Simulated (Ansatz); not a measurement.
# GaAs: energy along a strain

GaAs, F-43m, a = 5.666 Å. Ansatz: r2SCAN, PAW, 500 eV, Γ-centred 8×8×8 mesh on 2 atoms, Gaussian smearing 0.05 eV; no spin polarisation. Cell vectors (Å): 0.000 2.833 2.833; 2.833 0.000 2.833; 2.833 2.833 0.000. The cell is strained by x per cent times the pattern (0 0 1 0 0 0) in the order xx yy zz yz xz xy (engineering shears), with fractional coordinates held. y is the free energy over the start, V0 = 22.742 Å³/atom.

```tsv
x (%)	y (meV/atom)
-2.00	?
-1.50	1.91
-1.00	0.85
-0.50	0.21
0.00	0.00
0.50	0.21
1.00	0.82
1.50	1.85
1.75	2.52
2.00	3.27
```

Q: Fit y = c2 x² + c3 x³ to the other rows, get the stiffness along the pattern, and predict the missing energy.

A: Least squares on the rows shown. y = 0.8362 x² − 0.008925 x³. The clamped-ion stiffness p·C·p = 2 × 8.362 eV × 160.2 / 22.742 Å³ = 118 GPa, which is C33 in these axes (C11 of the cubic crystal). At x = -2.00 the fit asked for gives 3.42 meV/atom. The run gave 3.40 meV/atom, so the fit is 0.02 meV/atom too high, a small miss on the scale of the series.

The energy rises almost quadratically on both sides of the start, so GaAs responds nearly harmonically over this range. The stiffness of 118 GPa is close to the measured C11 of the crystal. It reflects directional sp3 bonds: strain along a cube axis changes all four bonds around an atom equally in length and also bends the angles between them, so both stretching and bending forces resist it.

The negative cubic term makes compression slightly costlier than extension, as expected when shorter bonds meet steeply growing overlap repulsion while longer ones weaken. The asymmetry is visible at the larger strains but vanishes at the printed precision for the smallest pair, so the cubic coefficient is much less certain than the curvature.

Holding the fractional coordinates costs nothing here, because the symmetry left under this strain forbids a relative shift of the Ga and As sublattices. The clamped-ion value is therefore also the relaxed one, which would not be true of C44, where a shear drives such a shift and relaxation softens the response.
